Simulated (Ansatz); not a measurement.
## TiO2: Ti-49 NMR of the central transition

Cell: a Materials Project structure (computed, not necessarily an observed phase).

```cif
data_TiO2
_symmetry_space_group_name_H-M 'I4/m'
_symmetry_Int_Tables_number 87
_cell_length_a 8.7015
_cell_length_b 8.7015
_cell_length_c 3.7751
_cell_angle_alpha 90.000
_cell_angle_beta 90.000
_cell_angle_gamma 90.000
loop_
_atom_site_label
_atom_site_type_symbol
_atom_site_symmetry_multiplicity
_atom_site_Wyckoff_symbol
_atom_site_fract_x
_atom_site_fract_y
_atom_site_fract_z
Ti Ti 8 h 0.0029 0.2923 0.0000
O5 O 8 h 0.1508 0.4989 0.0000
O6 O 8 h 0.3404 0.6617 0.5000
```

One atom of each set is listed; the run and its k-mesh use a cell of 12 atoms with edges of 6.44, 6.44, 6.44 Å.

Level of theory: DFT, PBE, plane waves and PAW (field gradients read without the response of the frozen cores, which leaves them typically 4 to 6 % off), scalar-relativistic, 420 eV cutoff, Γ-centred 6×6×6 k-points, Fermi–Dirac smearing 0.02 eV (Ansatz 0.2.0).

Ti-49 has I = 7/2 and Q = 247.0 mb (Pyykkö 2018); at 11.7 T its Larmor frequency is ν₀ = 28.1 MHz. Only the quadrupole interaction is simulated: positions count from each site's isotropic chemical shift, and shift anisotropy, dipolar and J coupling are left out.

Problem. Simulate the second-order pattern (static powder, Gaussian broadening 0.9 kHz) of site Ti (6 O at 1.80–2.26 Å).

Solution. The calculation gives C_Q = 8.05 MHz and η = 0.08, so ν_Q = 0.575 MHz and the centre of gravity lies at -209 ppm (-5.89 kHz).

offset (kHz), height and a bar:
```
   -23.08          0 
   -21.49         23 #######
   -19.90         71 #####################
   -18.31        100 ##############################
   -16.72         78 #######################
   -15.13         59 ##################
   -13.54         51 ###############
   -11.95         46 ##############
   -10.36         43 #############
    -8.77         41 ############
    -7.18         39 ############
    -5.59         38 ###########
    -4.00         38 ###########
    -2.41         37 ###########
    -0.82         37 ###########
     0.77         30 #########
     2.36         31 #########
     3.95         33 ##########
     5.54         37 ###########
     7.12         43 #############
     8.71         57 #################
    10.30         94 ############################
    11.89         27 ########
    13.48          0
```

The run took 6.5 s of wall time (6.4 s of CPU time) and 0.6 GiB at its peak, on 1 thread of AMD EPYC 9R45 (Zen 5) (x86_64; 16 cores open to the job, memory cap 3.0 GiB, no GPU), a shared host with a load of 0.2 a core.
